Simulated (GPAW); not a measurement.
Write an ASE script for GPAW 26.7.0 that does the following.

* Task: relaxation of cell and atoms
* Functional: PBE
* Dispersion: D3(BJ)
* Potentials or basis: GPAW PAW data sets (gpaw-data 1.2.1)
* Cutoff: 600 eV
* Basis: pw
* k mesh: 9 × 9 × 9
* Occupations: fermi-dirac, width 0.05 eV
* Spin: collinear spin, ferromagnetic start
* Starting moments: [1.0, 0.0, 0.0] μB
* Maxiter: 150
* Optimizer: LBFGS
* Fmax: 0.05 eV/Å
* Max steps: 60
* Convergence: density=1e-05 forces=0.0001

Si2Ni:

```
Ni Si
1.0
     0.00000    2.70300    2.70300
     2.70300    0.00000    2.70300
     2.70300    2.70300    0.00000
Ni Si
1 2
Direct
  0.00000 0.00000 0.00000
  0.75000 0.75000 0.75000
  0.25000 0.25000 0.25000
```

One way to write it, as run:

run.py

```python
from ase import Atoms
from ase.calculators.mixing import SumCalculator
from ase.filters import FrechetCellFilter
from ase.io import write
from ase.optimize import LBFGS
from dftd3.ase import DFTD3
from gpaw import GPAW, PW

atoms = Atoms(['Ni', 'Si', 'Si'],
              cell=[[0.0, 2.703, 2.703],
                    [2.703, 0.0, 2.703],
                    [2.703, 2.703, 0.0]],
              scaled_positions=[[0.0, 0.0, 0.0],
                                [0.75, 0.75, 0.75],
                                [0.25, 0.25, 0.25]],
              pbc=True)
atoms.set_initial_magnetic_moments([1.0, 0.0, 0.0])

calc = GPAW(mode=PW(600),
            xc='PBE',
            kpts={'size': (9, 9, 9), 'gamma': True},
            occupations={'name': 'fermi-dirac', 'width': 0.05},
            nbands=24,
            convergence={'density': 1e-05, 'forces': 0.0001},
            maxiter=150,
            txt='gpaw.txt')
atoms.calc = SumCalculator([calc, DFTD3(method='pbe', damping='d3bj')])
opt = LBFGS(FrechetCellFilter(atoms), trajectory='relax.traj', logfile='-')
done = opt.run(fmax=0.05, steps=60)
calc.write('gs.gpw')
write('result.traj', atoms)
print('Converged:', done)
print('Cell:', atoms.cell.cellpar().round(4))
print('Volume:', round(atoms.get_volume(), 4))
print(atoms.get_scaled_positions().round(5))
```

Potentials or basis: GPAW PAW data sets (gpaw-data 1.2.1), pw.

Launch:

```bash
$ OMP_NUM_THREADS=1 python run.py
```

Results of the run:

```json
{
  "Pressure after relaxing": "-0.5 GPa",
  "Band gap on the k mesh": "none (metal or under the smearing width)",
  "Net moment": "0.00 μB per cell",
  "Dispersion energy per atom": "-0.445 eV"
}
```

Caveat: each step starts from the last one's moments, so a moment once lost doesn't come back; the stock nickel data set gives pressures a few GPa off other programs; the relaxation stopped at its first step, so nothing moved; later steps reuse the first step's grids; pairwise dispersion overbinds metals, which lowers pressure and volume.

Run time: 71 s on 1 thread of Arm Neoverse V1, with other jobs on the host, peak memory 0.23 GiB.
